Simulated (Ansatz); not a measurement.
# ZrB (rocksalt): equation of state

Aim: the bulk modulus of ZrB (rocksalt) from energies at several volumes around the relaxed one.

Program: Ansatz 0.2.0. Level of theory: DFT PBE, scalar-relativistic, plane waves, PAW. These are calculated values, not measurements.

1 further run of the same task is left out (it didn't finish).

## 1. The system as given

Symmetry: Fm-3m, No. 225, cubic system. Conventional cell: a = 4.904 Å, b = 4.904 Å, c = 4.904 Å, α = 90.00°, β = 90.00°, γ = 90.00°. Around Zr (site symmetry m-3m) lie 6 B at 2.45 Å. B (site symmetry m-3m) is surrounded by 6 Zr at 2.45 Å.

As a file:

```cif
data_structure
_symmetry_space_group_name_H-M 'P 1'
_symmetry_Int_Tables_number 1
_cell_length_a 3.4678
_cell_length_b 3.4678
_cell_length_c 3.4678
_cell_angle_alpha 60.000
_cell_angle_beta 60.000
_cell_angle_gamma 60.000
_cell_volume 29.49
loop_
_atom_site_label
_atom_site_type_symbol
_atom_site_fract_x
_atom_site_fract_y
_atom_site_fract_z
_atom_site_occupancy
Zr1 Zr 0.50000 0.50000 0.50000 1
B1 B 0.00000 0.00000 0.00000 1
```

This cell comes from an earlier session at PBE: 14.744 Å³/atom at 0.00 GPa, on a 12×12×12 mesh.

Volume factors to run: 0.980, 1.020, 0.960, 1.040, 1.070, 1.100, 0.945.

## 2. Volume × 0.980

Input file input.yaml:

```yaml
crystal:
  lattice:
    - [0.0, 2.4356640274, 2.4356640274]
    - [2.4356640274, 0.0, 2.4356640274]
    - [2.4356640274, 2.4356640274, 0.0]
  atoms:
    - { symbol: Zr, position: [0.5, 0.5, 0.5] }
    - { symbol: B, position: [0.0, 0.0, 0.0] }
basis:
  ecutwfc: 420
  ecutrho_ratio: 4
kpoints:
  mp_grid: { grid: [12, 12, 12] }
hamiltonian:
  xc: pbe
scf:
  occupations: { method: gaussian, width: 0.05 }
output:
  forces: true
  stress: true
  eigenvalues: true
```

Command:

```sh
$ ansatz run input.yaml --threads 2 --pin off --max-ram 2662MiB --backend cpu --events-out ev --progress --plain --runs-dir out
```

Log, shortened:

```text
Warning: RAYON_NUM_THREADS=2 ignored (pool sized by the plan → 2); use --threads N
[...]
Pseudopotentials: kind: paw
Pseudopotential: Zr, paw, valence charge 12, recommended cutoff 420 eV (normal), Zr.paw.azcp
Pseudopotential: B, paw, valence charge 3, recommended cutoff 420 eV (normal), B.paw.azcp
Functional definition: PBE
[...]
Crystal: 2 atoms, lattice volume = 28.899 Å³
Basis set: ecut = 420 eV, 537 PW (Γ), exchange–correlation on 48×48×48 points (8 copies of the dense FFT grid, shifted against one another)
Bands: 12, of which v1, the nominal top of the filled ones, is band 8 counted from 1 (7 counted from 0)
Symmetry: 48 space group operations
Space group: Fm-3m (ITA 225), of the structure as read, at distance tolerance 3.1e-5 Å
k-points: 72 of 1728
[...]
SCF iter   1: F=—  HF=-4340.533623 eV  |F-HF|=—  |Δ(HF+E_count)|=         —  Δρ=2.87e-3  dr2=3.54e-3  ethr=1.77e-3  ⟨swp⟩=5.0  Hψ=4321  notcnv=0
[...]
SCF iter   6: F=-4340.532462 eV  HF=-4340.532462 eV  |F-HF|=1.14e-9  |Δ(HF+E_count)|=   1.01e-8  Δρ=2.94e-6  dr2=1.95e-9  ethr=1.74e-10  ⟨swp⟩=3.0  Hψ=3206  notcnv=0
[...]
SCF converged after 6 iterations
Free energy (F): -4340.532462 eV
[...]
E sigma→0 (E₀):  -4340.531906 eV
Entropy (-TS):   -0.001113 eV (-0.556 meV/atom)
Fermi energy:    12.434305 eV
[...]
--- Forces (eV/Å), atoms counted from 1 ---
  atom   1  Zr     0.00000000    -0.00000000    -0.00000000
  atom   2  B     -0.00000000     0.00000000     0.00000000
[...]
--- Stress (GPa, compression-positive) ---
        3.382332       0.000000      -0.000000
        0.000000       3.382332      -0.000000
        0.000000       0.000000       3.382332
  P = ⅓ Tr σ = 3.3823 GPa (33.823 kbar)
--- Band table (eV; the first three rows and the last of 72) ---
  k-point 0: bands = ["-34.9375", "-12.7593", "-12.7593", "-12.7593", "4.3695", "14.2184", "14.2184", "14.2184", "15.6555", "15.6555", "15.9256", "15.9256"]
[...]
```

Wall time 0.88 s (2 threads of Arm Neoverse V1, shared host); peak memory 0.3 GiB.

This gives: volume 14.449 Å³/atom, pressure 3.38 GPa, a metal on this mesh.

## 3. At 1.020 of the relaxed volume

input.yaml, as its differences from that of step 2:

```diff
@@ -2,5 +2,5 @@
   lattice:
-    - [0.0, 2.4356640274, 2.4356640274]
-    - [2.4356640274, 0.0, 2.4356640274]
-    - [2.4356640274, 2.4356640274, 0.0]
+    - [0.0, 2.4683614059, 2.4683614059]
+    - [2.4683614059, 0.0, 2.4683614059]
+    - [2.4683614059, 2.4683614059, 0.0]
   atoms:
```

Command:

```sh
$ ansatz run input.yaml --threads 2 --pin off --max-ram 2662MiB --backend cpu --events-out ev --progress --plain --runs-dir out
```

Log, shortened:

```text
Warning: RAYON_NUM_THREADS=2 ignored (pool sized by the plan → 2); use --threads N
[...]
Pseudopotentials: kind: paw
Pseudopotential: Zr, paw, valence charge 12, recommended cutoff 420 eV (normal), Zr.paw.azcp
Pseudopotential: B, paw, valence charge 3, recommended cutoff 420 eV (normal), B.paw.azcp
Functional definition: PBE
[...]
Crystal: 2 atoms, lattice volume = 30.079 Å³
Basis set: ecut = 420 eV, 609 PW (Γ), exchange–correlation on 48×48×48 points (8 copies of the dense FFT grid, shifted against one another)
Bands: 12, of which v1, the nominal top of the filled ones, is band 8 counted from 1 (7 counted from 0)
Symmetry: 48 space group operations
Space group: Fm-3m (ITA 225), of the structure as read, at distance tolerance 3.1e-5 Å
k-points: 72 of 1728
[...]
SCF iter   1: F=—  HF=-4340.534107 eV  |F-HF|=—  |Δ(HF+E_count)|=         —  Δρ=2.70e-3  dr2=3.38e-3  ethr=1.77e-3  ⟨swp⟩=5.0  Hψ=4325  notcnv=0
[...]
SCF iter   6: F=-4340.532872 eV  HF=-4340.532872 eV  |F-HF|=5.88e-10  |Δ(HF+E_count)|=   1.09e-8  Δρ=2.21e-6  dr2=1.11e-9  ethr=1.15e-10  ⟨swp⟩=3.0  Hψ=3019  notcnv=0
[...]
SCF converged after 6 iterations
Free energy (F): -4340.532872 eV
[...]
E sigma→0 (E₀):  -4340.532359 eV
Entropy (-TS):   -0.001026 eV (-0.513 meV/atom)
Fermi energy:    11.875092 eV
[...]
--- Forces (eV/Å), atoms counted from 1 ---
  atom   1  Zr     0.00000000    -0.00000000     0.00000000
  atom   2  B     -0.00000000     0.00000000     0.00000000
[...]
--- Stress (GPa, compression-positive) ---
       -3.054932      -0.000000       0.000000
        0.000000      -3.054932       0.000000
       -0.000000      -0.000000      -3.054932
  P = ⅓ Tr σ = -3.0549 GPa (-30.549 kbar)
--- Band table (eV; the first three rows and the last of 72) ---
  k-point 0: bands = ["-35.6806", "-13.5143", "-13.5143", "-13.5143", "3.8954", "13.6081", "13.6081", "13.6081", "14.9569", "14.9569", "15.2675", "15.2675"]
[...]
```

It took 0.89 s on 2 threads of Arm Neoverse V1, shared host; peak memory 0.31 GiB.

Read off: volume 15.039 Å³/atom, pressure -3.05 GPa, no gap.

## 4. Volume × 0.960

input.yaml, as its differences from that of step 3:

```diff
@@ -2,5 +2,5 @@
   lattice:
-    - [0.0, 2.4683614059, 2.4683614059]
-    - [2.4683614059, 0.0, 2.4683614059]
-    - [2.4683614059, 2.4683614059, 0.0]
+    - [0.0, 2.4189808735, 2.4189808735]
+    - [2.4189808735, 0.0, 2.4189808735]
+    - [2.4189808735, 2.4189808735, 0.0]
   atoms:
```

Command:

```sh
$ ansatz run input.yaml --threads 2 --pin off --max-ram 2662MiB --backend cpu --events-out ev --progress --plain --runs-dir out
```

Log, shortened:

```text
Warning: RAYON_NUM_THREADS=2 ignored (pool sized by the plan → 2); use --threads N
[...]
Pseudopotentials: kind: paw
Pseudopotential: Zr, paw, valence charge 12, recommended cutoff 420 eV (normal), Zr.paw.azcp
Pseudopotential: B, paw, valence charge 3, recommended cutoff 420 eV (normal), B.paw.azcp
Functional definition: PBE
[...]
Crystal: 2 atoms, lattice volume = 28.309 Å³
Basis set: ecut = 420 eV, 537 PW (Γ), exchange–correlation on 48×48×48 points (8 copies of the dense FFT grid, shifted against one another)
Bands: 12, of which v1, the nominal top of the filled ones, is band 8 counted from 1 (7 counted from 0)
Symmetry: 48 space group operations
Space group: Fm-3m (ITA 225), of the structure as read, at distance tolerance 3.0e-5 Å
k-points: 72 of 1728
[...]
SCF iter   1: F=—  HF=-4340.514385 eV  |F-HF|=—  |Δ(HF+E_count)|=         —  Δρ=2.88e-3  dr2=3.41e-3  ethr=1.77e-3  ⟨swp⟩=5.0  Hψ=4325  notcnv=0
[...]
SCF iter   6: F=-4340.513258 eV  HF=-4340.513258 eV  |F-HF|=6.93e-9  |Δ(HF+E_count)|=   4.37e-8  Δρ=9.95e-6  dr2=1.13e-8  ethr=6.67e-10  ⟨swp⟩=5.2  Hψ=3214  notcnv=0
[...]
SCF converged after 6 iterations
Free energy (F): -4340.513258 eV
[...]
E sigma→0 (E₀):  -4340.512679 eV
Entropy (-TS):   -0.001157 eV (-0.579 meV/atom)
Fermi energy:    12.730551 eV
[...]
--- Forces (eV/Å), atoms counted from 1 ---
  atom   1  Zr     0.00000000    -0.00000000     0.00000000
  atom   2  B     -0.00000000     0.00000000    -0.00000000
[...]
--- Stress (GPa, compression-positive) ---
        7.109628      -0.000000      -0.000000
        0.000000       7.109628       0.000000
        0.000000      -0.000000       7.109628
  P = ⅓ Tr σ = 7.1096 GPa (71.096 kbar)
--- Band table (eV; the first three rows and the last of 72) ---
  k-point 0: bands = ["-34.5475", "-12.3617", "-12.3617", "-12.3617", "4.6238", "14.5396", "14.5396", "14.5396", "16.0237", "16.0237", "16.2720", "16.2720"]
[...]
```

It took 0.86 s on 2 threads of Arm Neoverse V1, shared host; peak memory 0.3 GiB.

This gives: volume 14.155 Å³/atom, pressure 7.11 GPa, no gap.

## 5. Volume × 1.040

input.yaml, as its differences from that of step 4:

```diff
@@ -2,5 +2,5 @@
   lattice:
-    - [0.0, 2.4189808735, 2.4189808735]
-    - [2.4189808735, 0.0, 2.4189808735]
-    - [2.4189808735, 2.4189808735, 0.0]
+    - [0.0, 2.4843901759, 2.4843901759]
+    - [2.4843901759, 0.0, 2.4843901759]
+    - [2.4843901759, 2.4843901759, 0.0]
   atoms:
@@ -21 +21,5 @@
   eigenvalues: true
+  write_density: true
+  write_potential: true
+  elf: true
+  volumetric_format: npy
```

Command:

```sh
$ ansatz run input.yaml --threads 2 --pin off --max-ram 2662MiB --backend cpu --events-out ev --progress --plain --runs-dir out
```

Log, shortened:

```text
Warning: RAYON_NUM_THREADS=2 ignored (pool sized by the plan → 2); use --threads N
[...]
Pseudopotentials: kind: paw
Pseudopotential: Zr, paw, valence charge 12, recommended cutoff 420 eV (normal), Zr.paw.azcp
Pseudopotential: B, paw, valence charge 3, recommended cutoff 420 eV (normal), B.paw.azcp
Functional definition: PBE
[...]
Crystal: 2 atoms, lattice volume = 30.668 Å³
Basis set: ecut = 420 eV, 609 PW (Γ), exchange–correlation on 48×48×48 points (8 copies of the dense FFT grid, shifted against one another)
Bands: 12, of which v1, the nominal top of the filled ones, is band 8 counted from 1 (7 counted from 0)
Symmetry: 48 space group operations
Space group: Fm-3m (ITA 225), of the structure as read, at distance tolerance 3.1e-5 Å
k-points: 72 of 1728
[...]
SCF iter   1: F=—  HF=-4340.517648 eV  |F-HF|=—  |Δ(HF+E_count)|=         —  Δρ=2.60e-3  dr2=3.22e-3  ethr=1.77e-3  ⟨swp⟩=4.9  Hψ=4325  notcnv=0
[...]
SCF iter   6: F=-4340.516444 eV  HF=-4340.516444 eV  |F-HF|=5.56e-9  |Δ(HF+E_count)|=   1.48e-8  Δρ=7.28e-6  dr2=9.58e-9  ethr=3.94e-10  ⟨swp⟩=6.1  Hψ=4619  notcnv=0
[...]
SCF converged after 6 iterations
Free energy (F): -4340.516444 eV
[...]
E sigma→0 (E₀):  -4340.515950 eV
Entropy (-TS):   -0.000988 eV (-0.494 meV/atom)
Fermi energy:    11.610669 eV
[...]
--- Forces (eV/Å), atoms counted from 1 ---
  atom   1  Zr     0.00000000    -0.00000000     0.00000000
  atom   2  B     -0.00000000     0.00000000     0.00000000
[...]
--- Stress (GPa, compression-positive) ---
       -5.828309       0.000000       0.000000
        0.000000      -5.828309      -0.000000
       -0.000000      -0.000000      -5.828309
  P = ⅓ Tr σ = -5.8283 GPa (-58.283 kbar)
--- Band table (eV; the first three rows and the last of 72) ---
  k-point 0: bands = ["-36.0347", "-13.8731", "-13.8731", "-13.8731", "3.6739", "13.3179", "13.3179", "13.3179", "14.6252", "14.6252", "14.9558", "14.9558"]
[...]
```

Wall time 1.1 s (2 threads of Arm Neoverse V1, shared host); peak memory 0.31 GiB.

This gives: volume 15.334 Å³/atom, pressure -5.83 GPa, no gap.

Axes a, b and c in the maps are those of this run's conventional cell (a, b, c = 4.969, 4.969, 4.969 Å).

Density in a lattice plane of the grid's cell (edges 4.97 and 4.97 Å, at 0.000 of the third edge), which holds Zr and B.

Ten even steps from '0' (0.15 e/Å³) to '9' (4.01 e/Å³):
```
011100002699999620000111
111000001368986310000011
000000000124442100000000
000000000001110000000000
000000000000000000000000
110000000000000000000001
442100000000000000000124
986310000011111000001368
999620000111011100002699
689731000110001100013798
999620000111011100002699
986310000011111000001368
442100000000000000000124
110000000000000000000001
000000000000000000000000
000000000001110000000000
000000000124442100000000
111000001368986310000011
011100002699999620000111
001100013798689731000110
```
Columns run along the first of these edges and rows up along the second, over one cell in 24 and 20 even steps from the bottom left corner. Atoms in the plane (fractional): Zr at (0.00, 0.50), Zr at (0.50, 0.00), B at (0.00, 0.00), B at (0.50, 0.50).

ELF in the same plane.

Ten even steps from ' ' (0.00) to '@' (0.81):
```
  ..++%%%%**----##@@@@**--**@@@@##----**%%%%++..
++**%%@@%%**--::==%%@@@@@@@@@@%%==::--**%%@@%%**
@@@@@@@@%%++--..::==##@@@@@@##==::..--++%%@@@@@@
######****==--......--==++==--......--==****####
------------------------------------------------
++==--......--==****##########****==--......--==
@@@@##==::..--++%%@@@@@@@@@@@@@@%%++--..::==##@@
@@@@@@%%==::--**%%@@%%**++**%%@@%%**--::==%%@@@@
--**@@@@##----**%%%%++..  ..++%%%%**----##@@@@**
  ::%%@@%%==--**%%##--      --##%%**--==%%@@%%::
--**@@@@##----**%%%%++..  ..++%%%%**----##@@@@**
@@@@@@%%==::--**%%@@%%**++**%%@@%%**--::==%%@@@@
@@@@##==::..--++%%@@@@@@@@@@@@@@%%++--..::==##@@
++==--......--==****##########****==--......--==
------------------------------------------------
######****==--......--==++==--......--==****####
@@@@@@@@%%++--..::==##@@@@@@##==::..--++%%@@@@@@
++**%%@@%%**--::==%%@@@@@@@@@@%%==::--**%%@@%%**
  ..++%%%%**----##@@@@**--**@@@@##----**%%%%++..
    --##%%**--==%%@@%%::  ::%%@@%%==--**%%##--  
```
Columns run along the first of these edges and rows up along the second, over one cell in 24 and 20 even steps from the bottom left corner. Atoms in the plane (fractional): Zr at (0.00, 0.50), Zr at (0.50, 0.00), B at (0.00, 0.00), B at (0.50, 0.50).

Both are smooth fields of the valence electrons: close to the nuclei they are not physical.

Outside the cores ELF peaks at 0.77 beside B, off the lines to its neighbours, 0.9 Å from B.

(Part 1 of 2 ends here.)
